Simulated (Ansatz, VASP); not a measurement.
# Two plane-wave programs on CoO

The input INCAR:

```
SYSTEM = CoO
PREC = Accurate ; ENCUT = 520
EDIFF = 1E-7 ; ISMEAR = 0
SIGMA = 0.05 ; LREAL = .FALSE.
LASPH = .TRUE. ; NELM = 150
ALGO = Normal ; ISIF = 2
LWAVE = .FALSE. ; LCHARG = .FALSE.
ISPIN = 2 ; MAGMOM = 3 0
LORBIT = 11 ; LMAXMIX = 4
LDAU = .TRUE. ; LDAUTYPE = 2
LDAUL = 2 -1 ; LDAUU = 1 0
LDAUJ = 0 0 ; LDAUPRINT = 1
GGA = PS ; NBANDS = 18
```

File KPOINTS:

```
Automatic mesh
0
G
  8 8 8
  0 0 0
```

Contents of POSCAR:

```
CoO
1.0
    0.0000000000      2.1315016600      2.1315016600
    2.1315016600      0.0000000000      2.1315016600
    2.1315016600      2.1315016600      0.0000000000
Co O
1 1
Direct
    0.0000000000      0.0000000000      0.0000000000
    0.5000000000      0.5000000000      0.5000000000
```

Input for Ansatz:

```yaml
crystal:
  lattice:
    - [0.0, 2.13150166, 2.13150166]
    - [2.13150166, 0.0, 2.13150166]
    - [2.13150166, 2.13150166, 0.0]
  atoms:
    - { symbol: Co, position: [0.0, 0.0, 0.0], spin: 3.0 }
    - { symbol: O, position: [0.5, 0.5, 0.5] }
basis:
  ecutwfc: 420
  ecutrho_ratio: 4
kpoints:
  mp_grid: { grid: [8, 8, 8] }
hamiltonian:
  xc: pbesol
  hubbard: { sites: [{ site: 0, l: d, u_eff: 1.0 }] }
scf:
  occupations: { method: gaussian, width: 0.05 }
  lower_state_search: "off"
  max_iter: 150
output:
  forces: true
  stress: true
  eigenvalues: true
  populations: true
  hubbard: { sites: [{ site: 0, l: d }] }
magnetization:
  spin_polarized: true
```

Alike in both runs: task single point; functional PBEsol; k mesh 8 × 8 × 8; occupations gaussian, width 0.05 eV; collinear spin; Hubbard terms Co d U = 1.0 eV.

|  | VASP | Ansatz |
| --- | --- | --- |
| version | VASP 6.6.1 | Ansatz 0.2.0 |
| potentials or method | VASP PAW PBE potentials, release 64 (Co, O) | scalar-relativistic, plane waves, PAW |
| plane-wave cutoff (eV) | 520 | 420 |
| valence electrons in the cell | 15 | 23 |

```tsv
	VASP	Ansatz	Ansatz less VASP
gap on the k mesh at the Fermi level (eV)	none	none	-
pressure (GPa)	-11.0	-9.8	+1.14
net moment per atom (μB)	1.50	1.49	-0.005
size of the moment on the site where the two differ most (μB)	2.65	2.54	-0.103
```

Site moments also hang on the region over which each program counts them. The programs project onto different local orbitals, so the same U acts differently. A gap of «none» marks a metal or a gap that the smearing closes. The two sets of potentials don't hold the same shells in valence. Ansatz warned: «filled_band_counts_differ_across_k_points».

Caveats: the PAW data sets were made with another functional, which shifts forces and pressure a little (VASP); a cell with one magnetic atom can't hold antiferromagnetic order, which such compounds often take. The state reached can hang on the start; a lower one may exist.
